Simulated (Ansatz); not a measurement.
# Ti (P6_3/mmc) in Ansatz: notebook

The runs below take Ti through single point, with BLYP+D3(BJ), B3LYP.

Program: Ansatz 0.2.0. These are calculated values, not measurements. Logs are shortened: lines on timing, memory, paths and dates and some standing lists are left out, and cuts for length are marked.

## Step 1: Starting point

Symmetry: P6_3/mmc, No. 194, hexagonal system. Conventional cell: a = 2.950 Å, b = 2.950 Å, c = 4.680 Å, α = 90.00°, β = 90.00°, γ = 120.00°. Ti (site symmetry -6m2) is surrounded by 12 Ti at 2.89 to 2.95 Å.

## Step 2: Single point, BLYP+D3(BJ), collinear spin, antiferromagnetic start

File input.yaml:

```yaml
crystal:
  lattice:
    - [2.95, 0.0, 0.0]
    - [-1.475, 2.5547749412, 0.0]
    - [0.0, 0.0, 4.68]
  atoms:
    - { symbol: Ti, position: [0.6666666667, 0.3333333333, 0.75], spin: 1.0 }
    - { symbol: Ti, position: [0.3333333333, 0.6666666667, 0.25], spin: -1.0 }
hamiltonian:
  xc: blyp
  pseudopotentials: { kind: nc, accuracy: standard }
  dispersion: d3bj
magnetization:
  spin_polarized: true
kpoints:
  mp_grid: { grid: [10, 10, 6] }
scf:
  occupations: { method: gaussian, width: 0.1 }
output:
  forces: true
  stress: true
  eigenvalues: true
  write_density: true
  write_potential: true
  elf: true
  volumetric_format: npy
```

Potentials or basis: PseudoDojo standard (PBE files).

On the command line:

```bash
ansatz run input.yaml --threads 1 --pin off --max-ram 2560MiB --backend cpu --events-out ev --progress --plain --runs-dir out
```

Standard output:

```text
Warning: RAYON_NUM_THREADS=1 ignored (pool sized by the plan → 1); use --threads N
Engine: ansatz 0.2.0, aarch64-unknown-linux-gnu
Pseudopotentials: kind: nc
Pseudopotential: Ti, nc, valence charge 12, recommended cutoff 1142.878222 eV (normal), Ti.nc.azcp (PseudoDojo's, or run here from an input of PseudoDojo's; its table is named by hamiltonian.pseudopotentials.accuracy)
Functional definition: BLYP
  parameter beta = 0.0042
  parameter a = 0.04918
  parameter b = 0.132
  parameter c = 0.2533
  parameter d = 0.349
  exchange = b88_x(beta = beta)
  correlation = lyp_c(a = a, b = b, c = c, d = d)
Crystal: 2 atoms, lattice volume = 35.271 Å³
Basis set: ecut = 1142.878222 eV, 3067 PW (Γ), exchange–correlation on 72×72×108 points (8 copies of the dense FFT grid, shifted against one another)
Bands: 17, of which v1, the nominal top of the filled ones, is band 12 counted from 1 (11 counted from 0)
Symmetry: 12 space group operations
Space group: P-6m2 (ITA 187), of the structure as read, at distance tolerance 3.3e-5 Å
Magnetic group: BNS 194.267 (UNI 1497), of the structure as read, at distance tolerance 3.3e-5 Å
k-points: 56 of 600 (time reversal used)
Non-local potential: Ti, projectors of the file, l = 0: 2, l = 1: 2, l = 2: 2
Initial density: superposition of atomic densities (chi_scale 0.1, normalization cell)
Starting moments: Σ|m| = 2 μB on 2 of 2 sites
Starting magnetic order: antiferromagnet; an inversion exchanges its spin sublattices: spin-degenerate at every k-point
Initial wavefunctions: pseudopotential atomic-orbital guess
Functional: x = b88, c = lyp
iter 1 solved again at ethr=3.06e-3 eV; its pass at ethr=3.10e-3 eV (dr2=7.35e-1 eV) is discarded
SCF iter   1: F=—  HF=-3228.654435 eV  |F-HF|=—  |Δ(HF+E_count)|=         —  Δρ=4.83e-2 (↑4.83e-2 ↓4.83e-2)  dr2=7.33e-1  dr2_m=5.69e-1  M=0.000 μB ∫|m|=0.968 μB  β_m=0.30  ethr=3.06e-3  ⟨swp⟩=1.0  Hψ=10803  notcnv=0
preconditioner: auto → none  [metal: Δε(μ)=0.062 eV  Ē_g=3.304 eV  σ=0.100 eV  W_gap=0.33  n_scr=8 (ndim 8)  ℏωp=17.7 eV  f_vac=0.000  D(μ)=2.27/eV (n_scr^D=22)  sad-step TF]
SCF iter   2: F=—  HF=-3228.596500 eV  |F-HF|=—  |Δ(HF+E_count)|=   5.79e-2  Δρ=3.50e-2 (↑3.50e-2 ↓3.50e-2)  dr2=3.17e-1  dr2_m=3.17e-1  M=-0.000 μB ∫|m|=0.900 μB  β_m=0.30  ethr=3.05e-3  ⟨swp⟩=2.0  Hψ=2422  notcnv=0
spin-set hold released at iteration 2 (site moments show no strong build): the magnetisation degrees of freedom join the quasi-Newton model from the next iteration; the mixer history was kept
SCF iter   3: F=—  HF=-3228.572037 eV  |F-HF|=—  |Δ(HF+E_count)|=   2.45e-2  Δρ=2.30e-2 (↑2.30e-2 ↓2.30e-2)  dr2=1.66e-2  dr2_m=1.62e-1  M=0.000 μB ∫|m|=0.873 μB  β_m=0.13  ethr=1.32e-3  ⟨swp⟩=4.0  Hψ=4247  notcnv=0
SCF iter   4: F=—  HF=-3228.611028 eV  |F-HF|=—  |Δ(HF+E_count)|=   3.90e-2  Δρ=1.62e-2 (↑1.62e-2 ↓1.62e-2)  dr2=2.19e-2  dr2_m=7.28e-2  M=0.000 μB ∫|m|=0.731 μB  β_m=0.59  ethr=6.94e-5  ⟨swp⟩=2.2  Hψ=3296  notcnv=0  defer=2
SCF iter   5: F=—  HF=-3228.647562 eV  |F-HF|=—  |Δ(HF+E_count)|=   3.65e-2  Δρ=4.94e-3 (↑4.94e-3 ↓4.09e-3)  dr2=6.28e-3  dr2_m=4.62e-3  M=-0.001 μB ∫|m|=0.368 μB  β_m=0.82  ethr=6.94e-5  ⟨swp⟩=2.5  Hψ=3896  notcnv=0  defer=4
SCF iter   6: F=—  HF=-3228.682006 eV  |F-HF|=—  |Δ(HF+E_count)|=   3.44e-2  Δρ=1.28e-2 (↑9.45e-3 ↓1.28e-2)  dr2=4.49e-1  dr2_m=1.18e-3  M=0.009 μB ∫|m|=0.201 μB  β_m=0.46  ethr=2.62e-5  ⟨swp⟩=3.0  Hψ=4140  notcnv=0  defer=19  recentre
SCF iter   7: F=—  HF=-3228.655126 eV  |F-HF|=—  |Δ(HF+E_count)|=   2.69e-2  Δρ=2.15e-3 (↑2.15e-3 ↓1.71e-3)  dr2=4.08e-4  dr2_m=1.11e-3  M=-0.000 μB ∫|m|=0.210 μB  β_m=0.73  ethr=2.62e-5  ⟨swp⟩=2.8  Hψ=3961  notcnv=0  defer=28
SCF iter   8: F=—  HF=-3228.657205 eV  |F-HF|=—  |Δ(HF+E_count)|=   2.08e-3  Δρ=1.37e-3 (↑1.37e-3 ↓1.15e-3)  dr2=1.24e-4  dr2_m=4.92e-4  M=-0.000 μB ∫|m|=0.135 μB  β_m=0.86  ethr=1.70e-6  ⟨swp⟩=2.2  Hψ=3444  notcnv=0  defer=31
SCF iter   9: F=—  HF=-3228.658625 eV  |F-HF|=—  |Δ(HF+E_count)|=   1.42e-3  Δρ=2.86e-4 (↑2.86e-4 ↓2.80e-4)  dr2=7.65e-6  dr2_m=2.26e-5  M=0.000 μB ∫|m|=0.011 μB  β_m=0.93  ethr=5.18e-7  ⟨swp⟩=2.2  Hψ=3347  notcnv=0  defer=32
SCF iter  10: F=—  HF=-3228.658692 eV  |F-HF|=—  |Δ(HF+E_count)|=   6.69e-5  Δρ=1.09e-4 (↑1.00e-4 ↓1.09e-4)  dr2=2.62e-6  dr2_m=2.16e-6  M=0.000 μB ∫|m|=0.003 μB  β_m=0.94  ethr=3.19e-8  ⟨swp⟩=2.0  Hψ=3366  notcnv=0  defer=34
SCF iter  11: F=—  HF=-3228.658695 eV  |F-HF|=—  |Δ(HF+E_count)|=   2.72e-6  Δρ=3.68e-5 (↑3.68e-5 ↓3.17e-5)  dr2=3.49e-7  dr2_m=2.18e-7  M=0.000 μB ∫|m|=0.001 μB  β_m=0.93  ethr=1.09e-8  ⟨swp⟩=2.0  Hψ=3227  notcnv=0  defer=34
SCF iter  12: F=—  HF=-3228.658695 eV  |F-HF|=—  |Δ(HF+E_count)|=   3.55e-7  Δρ=9.28e-6 (↑7.00e-6 ↓9.28e-6)  dr2=2.02e-8  dr2_m=1.62e-8  M=0.000 μB ∫|m|=0.000 μB  β_m=0.97  ethr=4.17e-10  ⟨swp⟩=12.7  Hψ=15252  notcnv=0
SCF iter  13: F=—  HF=-3228.658695 eV  |F-HF|=—  |Δ(HF+E_count)|=   5.01e-8  Δρ=5.23e-6 (↑5.23e-6 ↓3.92e-6)  dr2=2.15e-8  dr2_m=1.09e-9  M=0.000 μB ∫|m|=0.000 μB  β_m=0.78  ethr=8.42e-11  ⟨swp⟩=7.5  Hψ=10961  notcnv=0
SCF iter  14: F=—  HF=-3228.658695 eV  |F-HF|=—  |Δ(HF+E_count)|=   3.55e-9  Δρ=1.70e-6 (↑1.70e-6 ↓1.52e-6)  dr2=7.44e-9  dr2_m=2.33e-10  M=0.000 μB ∫|m|=0.000 μB  β_m=0.74  ethr=8.42e-11  ⟨swp⟩=7.0  Hψ=10442  notcnv=0
SCF iter  15: F=—  HF=-3228.658695 eV  |F-HF|=—  |Δ(HF+E_count)|=   1.02e-8  Δρ=7.27e-6 (↑7.27e-6 ↓6.87e-6)  dr2=1.78e-7  dr2_m=1.83e-10  M=0.000 μB ∫|m|=0.000 μB  β_m=0.42  ethr=3.10e-11  ⟨swp⟩=6.9  Hψ=9797  notcnv=0  recentre
SCF iter  16: F=—  HF=-3228.658695 eV  |F-HF|=—  |Δ(HF+E_count)|=   1.00e-8  Δρ=4.30e-7 (↑4.07e-7 ↓4.30e-7)  dr2=2.39e-11  dr2_m=3.11e-11  M=0.000 μB ∫|m|=0.000 μB  β_m=0.71  ethr=3.10e-11  ⟨swp⟩=5.7  Hψ=10206  notcnv=0
SCF iter  17: F=-3228.658695 eV  HF=-3228.658695 eV  |F-HF|=1.14e-11  |Δ(HF+E_count)|=  1.15e-10  Δρ=1.53e-7 (↑1.51e-7 ↓1.53e-7)  dr2=3.13e-12  dr2_m=4.23e-12  M=0.000 μB ∫|m|=0.000 μB  ethr=1.00e-12  ⟨swp⟩=6.0  Hψ=8206  notcnv=0
SCF 1 converged in 17 iterations: F = -3228.658695 eV  dr2 = 3.13e-12
WARN: the starting moments were not kept: the SCF closed with an absolute magnetisation of 5.2e-6 μB, where they sum to 2 μB in size (2 sites). That is at most 0.1 of that sum. Measured as dr2_m measures the in/out step, that magnetisation stands 4.6e-12 eV from none, at or under the dr2_threshold of 1.0e-7 eV: it is no larger than a step whose dr2_m would equal this threshold. The system may hold no moment; this SCF shows only that its start led to no more than that. To try another start: raise the starting moments (crystal.atoms[].spin, magnetization.per_species, magnetization.initial_magnetization, or on a non-collinear deck that types none of these the spinor_matrix: blocks that start its atoms; where the total moment is fixed, keep their sum and leave initial_magnetization as it is; typed ones take the place of any that the run laid by itself, positive ones on a crystal's lanthanoids without a Hubbard term where scf.initial_density.shell_occupations: [] is typed) or, if the notice of its spin-set hold's release reads "site moments contracting" or "site moments show no strong build", lengthen the hold (scf.mixing.spin_hold: { on: { confirm: 4 } }; for m-r²SCAN on two components see the key's manual first). Each may lead to a state that holds a moment. A second SCF, from the converged charge density, with the starting moments and any scf.initial_density.shell_occupations laid on it anew, would have followed, and was not run: the deck does not ask for one (magnetization.retry_lost_moments is false, the default). To let it run, set magnetization.retry_lost_moments: true and run the deck again, where that key's refused combinations let it; where memory then withholds it, that run's warning says so.
SCF converged after 17 iterations
Magnetization: 0.0000 μB (12.0000 up, 12.0000 down)
Absolute magnetization: 0.0000 μB (∫|ρ↑−ρ↓|)
Spin contamination: 0.0000 ħ² per cell (⟨S²⟩ above its minimum at these occupations)
Per-site moments (μB) at R_I (Å): [(-1.52423585103738e-6, 1.1938603286741447), (1.6223910304978176e-6, 1.1938603286741447)]
Free energy (F): -3228.658695 eV
Harris-Foulkes:  -3228.658695 eV  (|F-HF|=1.14e-11)
Internal energy: -3228.645719 eV  (E = F + TS)
E sigma→0 (E₀):  -3228.652207 eV
Entropy (-TS):   -0.012976 eV (-6.488 meV/atom)
Fermi energy:    13.638020 eV
--- Per-component energies (eV) ---
  E_band       = -309.183362
  E_kinetic    = 1281.343025
  E_local      = -2434.858315  (includes V_loc(G=0)·N_el)
  E_nonlocal   = 30.664020
  E_hartree    = 668.086021
  E_xc         = -470.601048
  E_vxc        = -522.504166  (∫ρ·V_xc dr)
  E_ewald      = -2300.478866
  E_disp       = -2.800556  (pairwise vdW)
  E_smearing   = -0.012976  (= −TS)
  E_closure    = 0.000000  (closes the sum)
  Σ components = -3228.658695   (vs F -3228.658695, Δ=0.00e0)
--- Forces (eV/Å), atoms counted from 1 ---
  atom   1  Ti     0.00000000     0.00000000    -0.00000000
  atom   2  Ti    -0.00000000     0.00000000     0.00000000
  max |Σ_I F_I| component: 1.48e-16 eV/Å
--- Stress (GPa, compression-positive) ---
      -12.060559      -0.000000       0.000000
        0.000000     -12.060559       0.000000
        0.000000       0.000000     -12.766591
  P = ⅓ Tr σ = -12.2959 GPa (-122.959 kbar)
--- Band table (eV; the first three rows and the last of 112) ---
  k-point 0 ↑: bands = ["-43.2127", "-43.0832", "-19.8229", "-19.2049", "-19.2049", "-19.1463", "-19.1087", "-19.1087", "7.6160", "11.0039", "14.3676", "14.3676", "14.4533", "14.5320", "14.8472", "14.8472", "15.2096"]
  k-point 1 ↑: bands = ["-43.2042", "-43.0920", "-19.7792", "-19.1984", "-19.1984", "-19.1933", "-19.1151", "-19.1151", "7.8460", "10.8897", "14.1412", "14.2772", "14.2772", "14.3310", "14.7307", "14.7307", "15.4439"]
  k-point 2 ↑: bands = ["-43.1806", "-43.1159", "-19.6587", "-19.3206", "-19.1809", "-19.1809", "-19.1328", "-19.1328", "8.4985", "10.3752", "13.6639", "14.0219", "14.2036", "14.2036", "14.4859", "14.4859", "15.9067"]
  k-point 55 ↓: bands = ["-43.0722", "-43.0722", "-19.6493", "-19.6493", "-19.4486", "-19.4486", "-19.2368", "-19.2368", "12.1822", "12.1822", "12.8706", "12.8706", "13.4240", "13.4240", "15.2406", "15.2406", "16.7348"]
```

Run time: 48 s. Hardware: 1 thread of Arm Neoverse V2, shared host; peak memory 0.49 GiB.

Results:

```yaml
Free_energy: -3228.6587 eV
Pressure: -12.3 GPa
Band_gap_on_the_k_mesh: none (metal or under the smearing width)
Net_moment: 0.00 μB per cell
Absolute_moment: 0.00 μB per cell
```

Stress tensor (GPa, compression positive):
```
-12.06   0.00   0.00
  0.00 -12.06   0.00
  0.00   0.00 -12.77
```

Levels at points of the mesh, in eV from the Fermi level:
Spin up:
```
             k point  band 8  band 9  band 10  band 11  band 12  band 13  band 14  band 15  band 16  band 17
  (0.00, 0.00, 0.00)  -32.75   -6.02    -2.63     0.73     0.73     0.82     0.89     1.21     1.21     1.57
 (0.00, 0.00, -0.50)  -32.79   -4.20    -4.20     0.06     0.06     0.64     0.64     0.64     0.64     2.71
 (0.00, -0.50, 0.00)  -32.82   -2.28    -2.10    -1.78    -0.53     0.46     0.62     1.13     3.24     3.46
(0.00, -0.50, -0.50)  -32.90   -2.46    -2.46    -0.81    -0.81     1.39     1.39     1.68     1.68     3.37
```
Spin down:
```tsv
k point	band 8	band 9	band 10	band 11	band 12	band 13	band 14	band 15	band 16	band 17
(0.00, 0.00, 0.00)	-32.75	-6.02	-2.63	0.73	0.73	0.82	0.89	1.21	1.21	1.57
(0.00, 0.00, -0.50)	-32.79	-4.20	-4.20	0.06	0.06	0.64	0.64	0.64	0.64	2.71
(0.00, -0.50, 0.00)	-32.82	-2.28	-2.10	-1.78	-0.53	0.46	0.62	1.13	3.24	3.46
(0.00, -0.50, -0.50)	-32.90	-2.46	-2.46	-0.81	-0.81	1.39	1.39	1.68	1.68	3.37
```

Caveat: the potentials were made for another functional, which shifts forces and pressure; pairwise dispersion overbinds metals, which lowers pressure and volume; the starting moments weren't kept.

## Step 3: Single point, B3LYP (volume scaled by 1.08)

File input.yaml:

```yaml
crystal:
  lattice: { a: 3.02665743, b: 3.02665743, c: 4.80161246, alpha: 90.0, beta: 90.0, gamma: 120.0 }
  space_group: 194
  reduce_to_primitive: true
  atoms:
    - { symbol: Ti, wyckoff: "2c", position: [0.6666666667, 0.3333333333, 0.75] }
hamiltonian:
  xc: b3lyp
  pseudopotentials: { kind: nc }
kpoints:
  mp_grid: { grid: [7, 7, 4] }
scf:
  occupations: { method: cold, width: 0.15 }
output:
  forces: true
  stress: true
  eigenvalues: true
```

Potentials or basis: Ansatz NC.

On the command line:

```bash
ansatz run input.yaml --threads 1 --pin off --max-ram 2560MiB --backend cpu --events-out ev --progress --plain --runs-dir out
```

It took 3.8 min on 1 thread of Arm Neoverse V2, shared host; peak memory 1.8 GiB.

It converged, with:

* Free energy: -3219.4909 eV
* Pressure: -9.1 GPa
* Band gap on the k mesh: none (metal or under the smearing width)

Stress tensor (GPa, compression positive):
```
-9.36  0.00  0.00
 0.00 -9.36  0.00
 0.00  0.00 -8.56
```

Levels at points of the mesh, in eV from the Fermi level:
| k point | band 8 | band 9 | band 10 | band 11 | band 12 | band 13 | band 14 | band 15 | band 16 |
| --- | --- | --- | --- | --- | --- | --- | --- | --- | --- |
| (0.00, 0.00, 0.00) | -36.19 | -7.40 | -3.52 | 0.20 | 1.09 | 1.09 | 1.20 | 1.61 | 1.61 |
| (0.00, 0.00, -0.50) | -36.23 | -5.46 | -5.46 | -0.36 | -0.36 | 1.00 | 1.00 | 1.00 | 1.00 |

Caveat: the potentials were made for another functional, which shifts forces and pressure; the thresholds are loose for stress.
